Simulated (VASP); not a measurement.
Set up this calculation in VASP 6.6.1, as the native input.

```
Task                   : work function
Functional             : PBEsol
Potentials or basis    : VASP PAW PBE potentials, release 64 (Al, P)
Cutoff                 : 520 eV
k mesh                 : 4 × 6 × 1
Occupations            : gaussian, width 0.05 eV
Spin                   : no spin polarisation
Vacuum (Å)             : 5
Dipole correction      : yes
Further INCAR settings : ALGO = Fast; EDIFF = 1e-07
```

The structure of AlP lies in POSCAR:

```
AlP
1.0
    5.4510000000      0.0000000000      0.0000000000
    0.0000000000      3.8544390640      0.0000000000
    0.0000000000      0.0000000000     18.4905367259
Al P
8 8
Direct
    0.5000000000      0.5000000000      0.1352042960
    0.0000000000      0.0000000000      0.2394316400
    0.5000000000      0.5000000000      0.3436589841
    0.0000000000      0.0000000000      0.4478863280
    0.5000000000      0.5000000000      0.5521136720
    0.0000000000      0.0000000000      0.6563410159
    0.5000000000      0.5000000000      0.7605683600
    0.0000000000      0.0000000000      0.8647957040
    0.7500000000      0.0000000000      0.1352042960
    0.2500000000      0.5000000000      0.2394316400
    0.7500000000      0.0000000000      0.3436589841
    0.2500000000      0.5000000000      0.4478863280
    0.7500000000      0.0000000000      0.5521136720
    0.2500000000      0.5000000000      0.6563410159
    0.7500000000      0.0000000000      0.7605683600
    0.2500000000      0.5000000000      0.8647957040
```

The input as run:

INCAR

```
ALGO = Fast
DIPOL = 0.5 0.5 0.500
EDIFF = 1E-7
ENCUT = 520
GGA = PS
IDIPOL = 3
ISIF = 2
ISMEAR = 0
KPAR = 8
LASPH = True
LCHARG = True
LDIPOL = True
LREAL = False
LVACPOTAV = True
LVHAR = True
LWAVE = False
NELM = 80
PREC = Accurate
SIGMA = 0.05
```

KPOINTS

```
k-points
0
Gamma
  4 6 1
```

Potentials or basis: VASP PAW PBE potentials, release 64 (Al, P).

The run is started by

```sh
$ cat potpaw_PBE.64/Al/POTCAR potpaw_PBE.64/P/POTCAR > POTCAR
$ mpirun -np 8 vasp_std > vasp.out
```

It gave:

| Property | Result |
| --- | --- |
| Largest force | 1.877 eV/Å |
| Band gap on the k mesh | 1.05 eV, indirect (least direct gap 1.15 eV) |

Caveat: the PAW data sets were made with another functional, which shifts forces and pressure a little.

Run time: 73 s on 8 MPI ranks on Intel(R) Xeon(R) Platinum 8488C (Sapphire Rapids), on a shared host, peak memory 0.49 GiB a rank.
